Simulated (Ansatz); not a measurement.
Crystal: RbCl.

```xyz
2
Lattice="0.0000 3.2740 3.2740 3.2740 0.0000 3.2740 3.2740 3.2740 0.0000" Properties=species:S:1:pos:R:3 pbc="T T T"
Rb    0.0000    0.0000    0.0000
Cl    3.2740    3.2740    3.2740
```

Program: Ansatz 0.2.0. Alike in all runs: task single point; potentials or basis all-electron PAW datasets made for the crystal; no spin polarisation; cell as given; k mesh 6 × 6 × 6; smearing fermi-dirac 0.05 eV.

**Question.** Order these runs on this cell by their band gap on the k mesh, lowest first.
A. level PBE; cutoff (eV) 220
B. level PBE0; cutoff (eV) 250
C. level HSE06; cutoff (eV) 250

**Answer.** A (5.05 eV), C (6.35 eV), B (7.09 eV).
